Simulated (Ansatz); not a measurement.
# Tantalum, fcc under RPBE: ground state and equation of state, part 1 of 2

What does RPBE give for tantalum in the fcc structure? We relax it, solve it on a dense k-mesh, then scale the cell to 7 volumes from 88 to 112 % of the relaxed one and try a fit of the equation of state. Spin polarisation is left out. The k-meshes are 13×13×13 for the relaxation; 21×21×21 for the dense run; 14×14×14 for the volumes.

This is Ta in the fcc structure; at room conditions it is bcc.

Method: DFT RPBE, plane waves (420 eV) with PAW, scalar-relativistic; PAW files made under PBE, frozen cores solved again for the functional, in Ansatz 0.2.0.

## 1. Starting point

It takes space group Fm-3m (No. 225, cubic). Conventional cell: a = 4.165 Å, b = 4.165 Å, c = 4.165 Å, α = 90.00°, β = 90.00°, γ = 90.00°. Ta (site symmetry m-3m) has 12 Ta at 2.95 Å as nearest neighbours.

As a file:

```
CELL_PARAMETERS angstrom
0.00000 2.08252 2.08252
2.08252 0.00000 2.08252
2.08252 2.08252 0.00000
ATOMIC_POSITIONS crystal
Ta 0.00000 0.00000 0.00000
```

## 2. Relaxing cell and atoms

input.yaml

```yaml
crystal:
  lattice:
    - [0.0, 2.0825235034, 2.0825235034]
    - [2.0825235034, 0.0, 2.0825235034]
    - [2.0825235034, 2.0825235034, 0.0]
  atoms:
    - { symbol: Ta, position: [0.0, 0.0, 0.0] }
hamiltonian:
  xc: rpbe
  pseudopotentials:
    kind: paw
    azcp:
      Ta: "pseudopotentials/Ta.paw.azcp"
basis:
  ecutwfc: 420
  fft_grid_basis: typed
kpoints:
  mp_grid: { grid: [13, 13, 13], shift: [0, 0, 0] }
magnetization:
  spin_polarized: false
scf:
  occupations: { method: fermi_dirac, width: 0.1 }
relax:
  max_steps: 60
  f_tol: 0.01
  cell: {}
output:
  write_density: true
  write_potential: true
  elf: true
  volumetric_format: npy
```

Output:

```text
Warning: RAYON_NUM_THREADS=2 ignored (pool sized by the plan → 2); use --threads N
Engine: ansatz 0.2.0, aarch64-unknown-linux-gnu
Pseudopotentials: kind: paw
Pseudopotential: Ta, paw, valence charge 13, recommended cutoff 420 eV (normal), <dir>
Functional definition: RPBE
  parameter kappa = 0.804
  parameter beta = 0.06672455060314922
  exchange = rpbe_x(kappa = kappa, mu = beta*pi^2/3)
  correlation = pbe_c(beta = beta)
Crystal: 1 atoms, lattice volume = 18.063 Å³
Basis set: ecut = 420 eV, 339 PW (Γ), exchange–correlation on 40×40×40 points (8 copies of the dense FFT grid, shifted against one another)
Bands: 11, of which v1, the nominal top of the filled ones, is band 7 counted from 1 (6 counted from 0)
Symmetry: 48 space group operations
Space group: Fm-3m (ITA 225), of the structure as read, at distance tolerance 2.6e-5 Å
k-points: 84 of 2197
Non-local potential: Ta, projectors of the file, l = 0: 3, l = 1: 2, l = 2: 2, l = 3: 1
PAW form: soft (Blöchl's): semilocal exchange-correlation on the pseudo side does not see the compensation charge
PAW frozen core: Ta, regenerated for the run's functional, and the local potential with it (the file was generated under x = pbe(κ = 0.804, μ = 0.2195149727645171), c = pbe(β = 0.06672455060314922))
PAW one-centre angular grid: Ta, 590 points (default); XC on 64 Gauss nodes
Initial density: superposition of atomic densities (neutral atoms: chi_scale 0, normalization atom), corrected by the library's trained network
Initial wavefunctions: pseudopotential atomic-orbital guess
Functional: x = rpbe, c = pbe(β = 0.06672455060314922)
SCF iter   1: F=—  HF=-9944.561339 eV  |F-HF|=—  |Δ(HF+E_count)|=         —  Δρ=3.51e-3  dr2=8.23e-4  ethr=1.77e-3  ⟨swp⟩=5.2  Hψ=5176  notcnv=0
preconditioner: auto → none  [metal: Δε(μ)=0.041 eV  Ē_g=8.158 eV  σ=0.100 eV  W_gap=0.10  n_scr=0 (ndim 8)  ℏωp=19.5 eV  f_vac=0.000  D(μ)=1.07/eV (n_scr^D=14)]
SCF iter   2: F=—  HF=-9944.561654 eV  |F-HF|=—  |Δ(HF+E_count)|=   3.15e-4  Δρ=1.91e-3  dr2=2.50e-4  ethr=6.33e-6  ⟨swp⟩=2.0  Hψ=1794  notcnv=0
SCF iter   3: F=—  HF=-9944.561852 eV  |F-HF|=—  |Δ(HF+E_count)|=   1.98e-4  Δρ=2.52e-4  dr2=3.88e-6  ethr=1.92e-6  ⟨swp⟩=2.0  Hψ=1455  notcnv=0
SCF iter   4: F=—  HF=-9944.561848 eV  |F-HF|=—  |Δ(HF+E_count)|=   3.24e-6  Δρ=8.37e-5  dr2=3.54e-7  ethr=2.98e-8  ⟨swp⟩=1.1  Hψ=934  notcnv=0
iter 5 did not close the SCF: its close was put off for the readings that it lacked (scf_convergence_deferred on its scf_iter line)
SCF iter   5: F=-9944.561848 eV  HF=-9944.561848 eV  |F-HF|=1.30e-9  |Δ(HF+E_count)|=   1.22e-7  Δρ=4.17e-6  dr2=2.63e-9  ethr=2.72e-9  ⟨swp⟩=2.0  Hψ=1292  notcnv=0
SCF iter   6: F=-9944.561848 eV  HF=-9944.561848 eV  |F-HF|=4.22e-10  |Δ(HF+E_count)|=  5.20e-10  Δρ=3.97e-6  dr2=8.73e-10  ethr=2.02e-11  ⟨swp⟩=5.0  Hψ=4518  notcnv=0
SCF 1 converged in 6 iterations: F = -9944.561848 eV  dr2 = 8.73e-10
relax step   1: F+E_penalty+E_count = -9944.56184820 eV  Δ(F+E_penalty+E_count) = +0.000e0 eV  max|allowed force component| = 0.000e0 eV/Å  Δτ_max = 0.0000 Å  P = +12.102 GPa  Ω = 18.063 Å³  (6 SCF iters, dr2 threshold 1.00e-7 eV, accepted)
Crystal: 1 atoms, lattice volume = 20.836 Å³
Basis set: ecut = 420 eV, 411 PW (Γ), exchange–correlation on 40×40×40 points (8 copies of the dense FFT grid, shifted against one another)
Initial density: handed on by an earlier stage of this run
Initial wavefunctions: those handed on with the density
iter 1 solved again at ethr=2.85e-5 eV; its pass at ethr=3.10e-3 eV (dr2=3.71e-3 eV) is discarded
SCF iter   1: F=—  HF=-9944.525765 eV  |F-HF|=—  |Δ(HF+E_count)|=         —  Δρ=4.61e-3  dr2=3.03e-3  ethr=2.85e-5  ⟨swp⟩=1.5  Hψ=7038  notcnv=0
preconditioner: auto → none  [metal: Δε(μ)=0.031 eV  Ē_g=7.069 eV  σ=0.100 eV  W_gap=0.08  n_scr=8 (ndim 8)  ℏωp=18.2 eV  f_vac=0.000  D(μ)=1.28/eV (n_scr^D=14)]
SCF iter   2: F=—  HF=-9944.525824 eV  |F-HF|=—  |Δ(HF+E_count)|=   5.97e-5  Δρ=1.88e-3  dr2=2.76e-4  ethr=2.33e-5  ⟨swp⟩=2.6  Hψ=1295  notcnv=0
SCF iter   3: F=—  HF=-9944.526131 eV  |F-HF|=—  |Δ(HF+E_count)|=   3.07e-4  Δρ=5.30e-4  dr2=2.09e-5  ethr=2.13e-6  ⟨swp⟩=1.9  Hψ=1091  notcnv=0
SCF iter   4: F=—  HF=-9944.526159 eV  |F-HF|=—  |Δ(HF+E_count)|=   2.79e-5  Δρ=2.18e-5  dr2=1.03e-7  ethr=1.61e-7  ⟨swp⟩=2.7  Hψ=1304  notcnv=0
SCF iter   5: F=-9944.526159 eV  HF=-9944.526159 eV  |F-HF|=5.86e-10  |Δ(HF+E_count)|=   7.91e-9  Δρ=3.00e-6  dr2=6.65e-10  ethr=7.69e-10  ⟨swp⟩=7.7  Hψ=4477  notcnv=0
SCF 2 converged in 5 iterations: F = -9944.526159 eV  dr2 = 6.65e-10
relax step   2: F+E_penalty+E_count = -9944.52615912 eV  Δ(F+E_penalty+E_count) = +3.569e-2 eV  max|allowed force component| = 0.000e0 eV/Å  Δτ_max = 0.0000 Å  P = -13.199 GPa  Ω = 20.836 Å³  energy of the carried Pulay correction = -1.134e-3 eV  (5 SCF iters, dr2 threshold 1.00e-7 eV, rejected (line search))
Crystal: 1 atoms, lattice volume = 19.291 Å³
iter 1 solved again at ethr=4.95e-6 eV; its pass at ethr=3.10e-3 eV (dr2=6.43e-4 eV) is discarded
SCF iter   1: F=—  HF=-9944.600096 eV  |F-HF|=—  |Δ(HF+E_count)|=         —  Δρ=2.41e-3  dr2=6.50e-4  ethr=4.95e-6  ⟨swp⟩=1.3  Hψ=7059  notcnv=0
preconditioner: auto → none  [metal: Δε(μ)=0.074 eV  Ē_g=7.630 eV  σ=0.100 eV  W_gap=0.18  n_scr=0 (ndim 8)  ℏωp=18.9 eV  f_vac=0.000  D(μ)=1.14/eV (n_scr^D=14)]
SCF iter   2: F=—  HF=-9944.600156 eV  |F-HF|=—  |Δ(HF+E_count)|=   5.97e-5  Δρ=1.03e-3  dr2=7.38e-5  ethr=4.95e-6  ⟨swp⟩=2.6  Hψ=1283  notcnv=0
SCF iter   3: F=—  HF=-9944.600235 eV  |F-HF|=—  |Δ(HF+E_count)|=   7.90e-5  Δρ=2.42e-4  dr2=3.82e-6  ethr=5.68e-7  ⟨swp⟩=1.8  Hψ=1070  notcnv=0
SCF iter   4: F=—  HF=-9944.600241 eV  |F-HF|=—  |Δ(HF+E_count)|=   6.41e-6  Δρ=9.92e-6  dr2=1.23e-8  ethr=2.94e-8  ⟨swp⟩=2.5  Hψ=1395  notcnv=0
SCF iter   5: F=—  HF=-9944.600240 eV  |F-HF|=—  |Δ(HF+E_count)|=   8.34e-7  Δρ=1.36e-6  dr2=1.68e-10  ethr=9.47e-11  ⟨swp⟩=2.0  Hψ=1488  notcnv=0
SCF iter   6: F=-9944.600240 eV  HF=-9944.600240 eV  |F-HF|=3.64e-12  |Δ(HF+E_count)|=  5.64e-11  Δρ=1.35e-7  dr2=1.29e-12  ethr=1.00e-12  ⟨swp⟩=5.8  Hψ=3555  notcnv=0
SCF 3 converged in 6 iterations: F = -9944.600240 eV  dr2 = 1.29e-12
relax step   3: F+E_penalty+E_count = -9944.60024012 eV  Δ(F+E_penalty+E_count) = -3.839e-2 eV  max|allowed force component| = 0.000e0 eV/Å  Δτ_max = 0.0000 Å  P = -1.270 GPa  Ω = 19.291 Å³  energy of the carried Pulay correction = -5.230e-4 eV  (6 SCF iters, accepted)
Crystal: 1 atoms, lattice volume = 19.168 Å³
iter 1 solved again at ethr=7.84e-8 eV; its pass at ethr=3.10e-3 eV (dr2=1.02e-5 eV) is discarded
SCF iter   1: F=—  HF=-9944.600824 eV  |F-HF|=—  |Δ(HF+E_count)|=         —  Δρ=2.08e-4  dr2=5.30e-6  ethr=7.84e-8  ⟨swp⟩=2.4  Hψ=6328  notcnv=0
preconditioner: auto → none  [metal: Δε(μ)=0.071 eV  Ē_g=7.687 eV  σ=0.100 eV  W_gap=0.18  n_scr=0 (ndim 8)  ℏωp=19.0 eV  f_vac=0.000  D(μ)=1.12/eV (n_scr^D=14)]
SCF iter   2: F=—  HF=-9944.600822 eV  |F-HF|=—  |Δ(HF+E_count)|=   2.49e-6  Δρ=8.63e-5  dr2=5.37e-7  ethr=4.08e-8  ⟨swp⟩=2.6  Hψ=1276  notcnv=0
SCF iter   3: F=-9944.600822 eV  HF=-9944.600822 eV  |F-HF|=4.07e-8  |Δ(HF+E_count)|=   6.08e-7  Δρ=2.06e-5  dr2=2.61e-8  ethr=7.69e-10  ⟨swp⟩=8.0  Hψ=4585  notcnv=0
SCF 4 converged in 3 iterations: F = -9944.600822 eV  dr2 = 2.61e-8
relax step   4: F+E_penalty+E_count = -9944.60082247 eV  Δ(F+E_penalty+E_count) = -5.824e-4 eV  max|allowed force component| = 0.000e0 eV/Å  Δτ_max = 0.0000 Å  P = -0.099 GPa  Ω = 19.168 Å³  energy of the carried Pulay correction = -4.718e-4 eV  (3 SCF iters, dr2 threshold 1.00e-7 eV, accepted)
Crystal: 1 atoms, lattice volume = 19.157 Å³
iter 1 solved again at ethr=1.08e-9 eV; its pass at ethr=3.10e-3 eV (dr2=1.41e-7 eV) is discarded
SCF iter   1: F=—  HF=-9944.600833 eV  |F-HF|=—  |Δ(HF+E_count)|=         —  Δρ=3.65e-5  dr2=1.03e-7  ethr=1.08e-9  ⟨swp⟩=2.2  Hψ=6200  notcnv=0
preconditioner: auto → none  [metal: Δε(μ)=0.071 eV  Ē_g=7.692 eV  σ=0.100 eV  W_gap=0.18  n_scr=0 (ndim 8)  ℏωp=19.0 eV  f_vac=0.000  D(μ)=1.12/eV (n_scr^D=14)]
SCF iter   2: F=-9944.600830 eV  HF=-9944.600830 eV  |F-HF|=2.95e-8  |Δ(HF+E_count)|=   2.62e-6  Δρ=1.79e-5  dr2=2.02e-8  ethr=1.89e-10  ⟨swp⟩=5.8  Hψ=4724  notcnv=0
SCF 5 converged in 2 iterations: F = -9944.600830 eV  dr2 = 2.02e-8
relax step   5: F+E_penalty+E_count = -9944.60083000 eV  Δ(F+E_penalty+E_count) = -7.528e-6 eV  max|allowed force component| = 0.000e0 eV/Å  Δτ_max = 0.0000 Å  P = +0.001 GPa  Ω = 19.157 Å³  energy of the carried Pulay correction = -4.675e-4 eV  (2 SCF iters, dr2 threshold 2.46e-8 eV, accepted)
Basis set: ecut = 420 eV, 339 PW (Γ), exchange–correlation on 48×48×48 points (8 copies of the dense FFT grid, shifted against one another)
Initial wavefunctions: pseudopotential atomic-orbital guess (no wavefunctions were taken with the density)
iter 1 solved again at ethr=9.26e-8 eV; its pass at ethr=3.10e-3 eV (dr2=1.20e-5 eV) is discarded
SCF iter   1: F=—  HF=-9944.601328 eV  |F-HF|=—  |Δ(HF+E_count)|=         —  Δρ=5.02e-4  dr2=1.43e-6  ethr=9.26e-8  ⟨swp⟩=3.0  Hψ=7484  notcnv=0
SCF iter   2: F=—  HF=-9944.601397 eV  |F-HF|=—  |Δ(HF+E_count)|=   6.85e-5  Δρ=2.51e-4  dr2=3.47e-7  ethr=1.10e-8  ⟨swp⟩=1.0  Hψ=924  notcnv=0
SCF iter   3: F=—  HF=-9944.601420 eV  |F-HF|=—  |Δ(HF+E_count)|=   2.28e-5  Δρ=3.62e-6  dr2=5.80e-10  ethr=2.67e-9  ⟨swp⟩=2.0  Hψ=1376  notcnv=0
SCF iter   4: F=—  HF=-9944.601420 eV  |F-HF|=—  |Δ(HF+E_count)|=   3.09e-9  Δρ=6.20e-7  dr2=6.12e-11  ethr=4.46e-12  ⟨swp⟩=2.0  Hψ=1426  notcnv=0
SCF iter   5: F=-9944.601420 eV  HF=-9944.601420 eV  |F-HF|=0.00e0  |Δ(HF+E_count)|=  3.64e-12  Δρ=1.26e-7  dr2=1.17e-12  ethr=1.00e-12  ⟨swp⟩=5.7  Hψ=3492  notcnv=0
SCF 6 converged in 5 iterations: F = -9944.601420 eV  dr2 = 1.17e-12
relax step   6: F+E_penalty+E_count = -9944.60141956 eV  Δ(F+E_penalty+E_count) = -5.896e-4 eV  max|allowed force component| = 0.000e0 eV/Å  Δτ_max = 0.0000 Å  P = +0.035 GPa  Ω = 19.157 Å³  stress off target by 3.51e-2 GPa  SCF on the basis re-selected at this cell (its energy is not comparable with the rows above)  (5 SCF iters)
basis re-selected at this cell: Δ(F+E_penalty+E_count) = -5.896e-4 eV, ΔP = +0.034 GPa vs the last step (what re-selecting the basis moved, of the pressure what is left beyond the Pulay correction that the steps carried, after the strain that the cell walked since its last selection, with what the two solves' SCF thresholds leave and, on support functions, any second-order correction that the steps lacked; it is no measure of the basis error at this ecutwfc). The dense FFT grid was sized anew with the basis: this SCF ran on 24×24×24 points, the steps before it on 20×20×20, so part of this shift can come from that change (see relax.cell in the input reference). This SCF's stress stands 3.51e-2 GPa from its target on what of the cell is left free (relax.cell.stress_tol is 5.00e-2 GPa) and its largest allowed force component is 0.00e0 eV/Å (relax.f_tol is 1.00e-2 eV/Å): within both
SCF converged after 5 iterations
Free energy (F): -9944.601420 eV
Harris-Foulkes:  -9944.601420 eV  (|F-HF|=0.00e0)
Internal energy: -9944.562905 eV  (E = F + TS)
E sigma→0 (E₀):  -9944.582162 eV
Entropy (-TS):   -0.038514 eV (-38.514 meV/atom)
Fermi energy:    17.835678 eV
--- Per-component energies (eV) ---
  E_band       = -119.475713
  E_kinetic    = 364.289479
  E_local      = -581.485105  (includes V_loc(G=0)·N_el)
  E_nonlocal   = 13.077818
  E_hartree    = 199.647151
  E_xc         = -218.192150
  E_vxc        = -203.111729  (∫ρ·V_xc dr)
  E_paw        = -8408.450081  (= ΣΔE_a)
  E_vpaw       = -111.540658  (= ΣTr[D̂ρ^β])
  E_aug_tail   = 0.000159  (compensation charges beyond the density's cutoff)
  E_ewald      = -1313.422350
  E_core_change = -0.027827  (= ΣΔE_core)
  E_smearing   = -0.038514  (= −TS)
  E_closure    = -0.000000  (closes the sum)
  Σ components = -9944.601420   (vs F -9944.601420, Δ=0.00e0)
--- Forces (eV/Å), atoms counted from 1 ---
  atom   1  Ta    -0.00000000    -0.00000000    -0.00000000
  max |Σ_I F_I| component: 4.11e-32 eV/Å
--- Stress (GPa, compression-positive) ---
        0.035108      -0.000000      -0.000000
       -0.000000       0.035108       0.000000
       -0.000000       0.000000       0.035108
  P = ⅓ Tr σ = 0.0351 GPa (0.351 kbar)
--- Band table (eV; the first three rows and the last of 84) ---
  k-point 0: bands = ["-49.8343", "-15.8541", "-15.8541", "-15.8541", "9.7921", "18.2920", "18.2920", "18.2920", "21.2277", "21.2277", "29.8850"]
  k-point 1: bands = ["-49.8298", "-15.9118", "-15.8615", "-15.8615", "10.0215", "18.0932", "18.4004", "18.4004", "21.1235", "21.1235", "30.3582"]
  k-point 2: bands = ["-49.8171", "-16.0693", "-15.8818", "-15.8818", "10.6676", "17.6357", "18.6358", "18.6358", "20.9635", "20.9635", "31.2678"]
  k-point 83: bands = ["-49.7284", "-16.5149", "-16.4356", "-16.1958", "15.1591", "16.3957", "16.8541", "19.9483", "23.9161", "26.5881", "28.3219"]
--- Relaxed structure (5 steps of the walk, 4 accepted, 1 SCFs on fresh bases) ---
  F+E_penalty+E_count = -9944.60141956 eV   max|allowed force component| = 0.000e0 eV/Å   (the final SCF, on the basis selected at the relaxed cell)
  cell:  # Å, volume = 19.1572 Å³
    - [-4.271410518094868e-34, 2.1237353022633205, 2.1237353022633205]
    - [2.1237353022633205, -9.83247571972821e-35, 2.1237353022633205]
    - [2.1237353022633205, 2.1237353022633205, 9.871726502294089e-35]
  atoms:
    - { symbol: Ta, position: [0.0, 0.0, 0.0] }
```

It took 3.6 s on 2 threads of an Arm CPU, shared host; peak memory 0.29 GiB.

The walk, from the log:

```csv
step,energy change (meV/atom),largest force (eV/Å),pressure (GPa),volume (Å³/atom),accepted
1,0.00,0.0000,12.10,18.063,yes
2,35.69,0.0000,-13.20,20.836,no
3,-38.39,0.0000,-1.27,19.291,yes
4,-38.97,0.0000,-0.10,19.168,yes
5,-38.98,0.0000,0.00,19.157,yes
6,-39.57,0.0000,0.04,19.157,yes
```

Steps that repeat a cell are solved on a basis chosen anew, so their changes of energy are no gain of the relaxation.

Changes in the cell that was computed:

|  | before | after | change |
| --- | --- | --- | --- |
| a (Å) | 2.945 | 3.003 | +2.0 % |
| b (Å) | 2.945 | 3.003 | +2.0 % |
| c (Å) | 2.945 | 3.003 | +2.0 % |
| volume (Å³/atom) | 18.063 | 19.157 | +6.1 % |
| shortest distance (Å) | 2.945 | 3.003 | +2.0 % |
| space group (spins left aside) | Fm-3m | Fm-3m | same |

## 3. Dense single point

input.yaml

```yaml
crystal:
  lattice:
    - [0.0, 2.1237353023, 2.1237353023]
    - [2.1237353023, 0.0, 2.1237353023]
    - [2.1237353023, 2.1237353023, 0.0]
  atoms:
    - { symbol: Ta, position: [0.0, 0.0, 0.0] }
hamiltonian:
  xc: rpbe
  pseudopotentials:
    kind: paw
    azcp:
      Ta: "pseudopotentials/Ta.paw.azcp"
basis:
  ecutwfc: 420
  fft_grid_basis: typed
kpoints:
  mp_grid: { grid: [21, 21, 21], shift: [0, 0, 0] }
magnetization:
  spin_polarized: false
scf:
  occupations: { method: fermi_dirac, width: 0.1 }
```

Output (excerpt; [...] marks lines left out):

```text
Warning: RAYON_NUM_THREADS=2 ignored (pool sized by the plan → 2); use --threads N
[...]
[... 3 set-up lines as earlier in the session ...]
[...]
Crystal: 1 atoms, lattice volume = 19.157 Å³
Basis set: ecut = 420 eV, 339 PW (Γ)
Bands: 11, of which v1, the nominal top of the filled ones, is band 7 counted from 1 (6 counted from 0)
[... 1 set-up line as earlier in the session ...]
Space group: Fm-3m (ITA 225), of the structure as read, at distance tolerance 2.7e-5 Å
k-points: 286 of 9261
[...]
SCF iter   1: F=—  HF=-9944.598625 eV  |F-HF|=—  |Δ(HF+E_count)|=         —  Δρ=3.67e-3  dr2=1.20e-3  ethr=1.77e-3  ⟨swp⟩=5.1  Hψ=17665  notcnv=0
[...]
SCF iter   6: F=-9944.599250 eV  HF=-9944.599250 eV  |F-HF|=7.29e-10  |Δ(HF+E_count)|=   4.65e-9  Δρ=6.38e-6  dr2=2.97e-9  ethr=4.68e-10  ⟨swp⟩=1.0  Hψ=7451  notcnv=0
[...]
SCF converged after 6 iterations
Free energy (F): -9944.599250 eV
[...]
E sigma→0 (E₀):  -9944.578709 eV
Entropy (-TS):   -0.041083 eV (-41.083 meV/atom)
Fermi energy:    17.837466 eV
[...]
```

Wall time 1.8 s (2 threads of an Arm CPU, shared host); peak memory 0.31 GiB.

## 4. The cell scaled to 88 % of its volume

input.yaml

```yaml
crystal:
  lattice:
    - [0.0, 2.0351414997, 2.0351414997]
    - [2.0351414997, 0.0, 2.0351414997]
    - [2.0351414997, 2.0351414997, 0.0]
  atoms:
    - { symbol: Ta, position: [0.0, 0.0, 0.0] }
hamiltonian:
  xc: rpbe
  pseudopotentials:
    kind: paw
    azcp:
      Ta: "pseudopotentials/Ta.paw.azcp"
basis:
  ecutwfc: 420
  fft_grid_basis: typed
kpoints:
  mp_grid: { grid: [14, 14, 14], shift: [0, 0, 0] }
magnetization:
  spin_polarized: false
scf:
  occupations: { method: fermi_dirac, width: 0.1 }
  lower_state_search: "off"
output:
  stress: true
  write_density: true
  write_potential: true
  elf: true
  volumetric_format: npy
```

Output (excerpt; [...] marks lines left out):

```text
Warning: RAYON_NUM_THREADS=2 ignored (pool sized by the plan → 2); use --threads N
[...]
[... 3 set-up lines as earlier in the session ...]
[...]
Crystal: 1 atoms, lattice volume = 16.858 Å³
Basis set: ecut = 420 eV, 331 PW (Γ)
Bands: 11, of which v1, the nominal top of the filled ones, is band 7 counted from 1 (6 counted from 0)
[... 2 set-up lines as earlier in the session ...]
k-points: 104 of 2744
[...]
SCF iter   1: F=—  HF=-9944.403874 eV  |F-HF|=—  |Δ(HF+E_count)|=         —  Δρ=3.67e-3  dr2=9.22e-4  ethr=1.77e-3  ⟨swp⟩=5.3  Hψ=6397  notcnv=0
[...]
SCF iter   6: F=-9944.404098 eV  HF=-9944.404098 eV  |F-HF|=1.18e-10  |Δ(HF+E_count)|=   3.03e-9  Δρ=2.01e-6  dr2=2.24e-10  ethr=5.15e-11  ⟨swp⟩=4.9  Hψ=5772  notcnv=0
[...]
SCF converged after 6 iterations
Free energy (F): -9944.404098 eV
[...]
E sigma→0 (E₀):  -9944.385707 eV
Entropy (-TS):   -0.036782 eV (-36.782 meV/atom)
Fermi energy:    20.621230 eV
[...]
--- Stress (GPa, compression-positive) ---
       29.688860      -0.000000      -0.000000
       -0.000000      29.688860       0.000000
       -0.000000      -0.000000      29.688860
  P = ⅓ Tr σ = 29.6889 GPa (296.889 kbar)
--- Band table (eV; the first three rows and the last of 104) ---
  k-point 0: bands = ["-46.7627", "-12.6191", "-12.6191", "-12.6191", "12.0245", "20.9904", "20.9904", "20.9904", "24.4770", "24.4770", "32.9423"]
[...]
```

Run time: 0.89 s. Hardware: 2 threads of an Arm CPU, shared host; peak memory 0.27 GiB.

The maps below are laid out on this run's own conventional cell (a, b, c = 4.070, 4.070, 4.070 Å).

Density in a lattice plane of the grid's cell (edges 4.07 and 4.07 Å, at 0.000 of the third edge), which holds Ta.

Ten even steps from '0' (0.21 e/Å³) to '9' (4.44 e/Å³):
```
899852000000000000025899
998631000000000000013689
765310000000000000001356
322100000000000000000122
000000000000000000000000
000000000122322100000000
000000001356765310000000
000000013689998631000000
000000025899899852000000
000000025898689852000000
000000025899899852000000
000000013689998631000000
000000001356765310000000
000000000122322100000000
000000000000000000000000
322100000000000000000122
765310000000000000001356
998631000000000000013689
899852000000000000025899
689852000000000000025898
```
Columns run along the first of these edges and rows up along the second, over one cell in 24 and 20 even steps from the bottom left corner. Atoms in the plane (fractional): Ta at (0.00, 0.00), Ta at (0.50, 0.50).

ELF in the same plane.

Ten even steps from '0' (0.00) to '9' (0.70):
```
247995323577877532359974
789974234566666543247998
999853234554445543235899
765433344332223344333456
332233333223332233333223
223344333456765433344332
445543235899999853234554
666543247998789974234566
877532359974247995323577
887532369961016996323578
877532359974247995323577
666543247998789974234566
445543235899999853234554
223344333456765433344332
332233333223332233333223
765433344332223344333456
999853234554445543235899
789974234566666543247998
247995323577877532359974
016996323578887532369961
```
Columns run along the first of these edges and rows up along the second, over one cell in 24 and 20 even steps from the bottom left corner. Atoms in the plane (fractional): Ta at (0.00, 0.00), Ta at (0.50, 0.50).

Both are smooth fields of the valence electrons: close to the nuclei they are not physical.

Maxima of ELF outside the ion cores: 0.66 between the atoms, 1.7 Å from Ta.

(Continued in part 2 of 2.)
